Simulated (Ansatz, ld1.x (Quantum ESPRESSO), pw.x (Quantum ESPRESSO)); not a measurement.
From atom to crystal: TM potential for iridium (Ir)

ld1.x (Quantum ESPRESSO) 7.5 input, shortened:

```
&input
   title='Ir', zed=77., rel=1, dft='PBE', iswitch=3,
   config='[Xe] 4f14 5d7 6s0.5 6p0'
 /
 &inputp
   pseudotype=2, tm=.true., lloc=-1, rcloc=3.46,
   nlcc=.true.
 /
3
6S  1  0   0.50   0.00  1.90  1.90  0.0
6P  2  1   0.00   0.00  3.20  3.20  0.0
5D  3  2   7.00   0.00  1.25  1.25  0.0
 &test
   configts(1)='5d7 6s0.5 6p0'
 /
```

Crystal test: sc Ir in pw.x 7.5, no spin, 13³ k-points, Fermi–Dirac smearing 0.01 Ry, cutoffs 85/340 Ry. The lattice is a test structure that the element need not adopt, and mesh and smearing are coarse.

pw.x input:

```
&control
  calculation='scf', prefix='x', pseudo_dir='./', outdir='./tmp', tstress=.true., disk_io='none'
/
&system
  ibrav=0, nat=1, ntyp=1, ecutwfc=85, ecutrho=340, nbnd=12,
  occupations='smearing', smearing='fd', degauss=0.01
/
&electrons
  conv_thr=1e-09, mixing_beta=0.4, electron_maxstep=70
/
ATOMIC_SPECIES
Ir 1.0 Ir.UPF
CELL_PARAMETERS angstrom
  2.56890979 0.00000000 0.00000000
  0.00000000 2.56890979 0.00000000
  0.00000000 0.00000000 2.56890979
ATOMIC_POSITIONS crystal
Ir 0.0000 0.0000 0.0000
K_POINTS automatic
13 13 13 0 0 0
```

```bash
pw.x < Ir.scf.in > Ir.scf.out
```

How does the run end?

It converges; the pressure is 21.74 GPa against 1.24 GPa from all-electron LAPW. The largest radius (3.46 bohr) exceeds half the bond length (2.43 bohr), so the spheres overlap, which is one possible source of error among others. This is a poor potential for the solid. Atomic configuration tests: 1 of 7 tests not solved or not reliable. The log shows:

```
     number of electrons       =         9.00
     number of Kohn-Sham states=           12
     kinetic-energy cutoff     =      85.0000  Ry
     charge density cutoff     =     340.0000  Ry
     scf convergence threshold =      1.0E-09
     Exchange-correlation= PBE
     number of k points=    84  Fermi-Dirac smearing, width (Ry)=  0.0100
     iteration #  1     ecut=    85.00 Ry     beta= 0.40
     total energy              =     -60.02120891 Ry
     estimated scf accuracy    <       1.18903736 Ry
     iteration #  2     ecut=    85.00 Ry     beta= 0.40
     total energy              =     -60.14340776 Ry
     estimated scf accuracy    <       0.04266173 Ry
     iteration #  3     ecut=    85.00 Ry     beta= 0.40
     total energy              =     -60.15312654 Ry
     estimated scf accuracy    <       0.00018001 Ry
     iteration #  4     ecut=    85.00 Ry     beta= 0.40
     total energy              =     -60.15315275 Ry
     estimated scf accuracy    <       0.00008808 Ry
     iteration #  5     ecut=    85.00 Ry     beta= 0.40
     total energy              =     -60.15316741 Ry
     estimated scf accuracy    <       0.00000039 Ry
     iteration #  6     ecut=    85.00 Ry     beta= 0.40
     total energy              =     -60.15316752 Ry
     estimated scf accuracy    <          1.0E-09 Ry
     iteration #  7     ecut=    85.00 Ry     beta= 0.40
     the Fermi energy is    15.2192 ev
!    total energy              =     -60.15316752 Ry
     estimated scf accuracy    <          2.2E-10 Ry
     smearing contrib. (-TS)   =      -0.00720580 Ry
     The total energy is F=E-TS. E is the sum of the following terms:
     one-electron contribution =      13.38161555 Ry
     hartree contribution      =       3.45396995 Ry
     xc contribution           =     -29.64003022 Ry
     ewald contribution        =     -47.34151700 Ry
     convergence has been achieved in   7 iterations
          total   stress  (Ry/bohr**3)                   (kbar)     P=      217.40
     Message from routine punch:
     Nothing written, as per user request (disk_io='none')
```
